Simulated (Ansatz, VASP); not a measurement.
# Tl: VASP beside Ansatz

```xyz
1
Lattice="0.0000 2.2075 2.2075 2.2075 0.0000 2.2075 2.2075 2.2075 0.0000" Properties=species:S:1:pos:R:3 pbc="T T T"
Tl    0.0000    0.0000    0.0000
```

Change from the starting cell: volume scaled by 1.06.

Alike in both runs: task single point; functional PBE; k mesh 14 × 14 × 14; occupations fermi-dirac, width 0.05 eV; no spin polarisation.

|  | VASP | Ansatz |
| --- | --- | --- |
| version | VASP 6.6.1 | Ansatz 0.2.0 |
| potentials or method | VASP PAW PBE potentials, release 64 (Tl_d), cutoff 520 eV | all-electron LAPW, scalar-relativistic |

Ansatz gave:

```
pressure (GPa) : 27.6
```

**Question.** What did VASP give for the same quantities?

**Answer.** Pressure (GPa): 27.5.

Ansatz ran all-electron here, so the differences hold the error of VASP's frozen core and of both bases.

Caveats: so large a pressure means that the cell lies far from this level's equilibrium, or that cutoff or potentials fall short (VASP). The runs have no spin-orbit coupling, so splittings on Tl are missing.
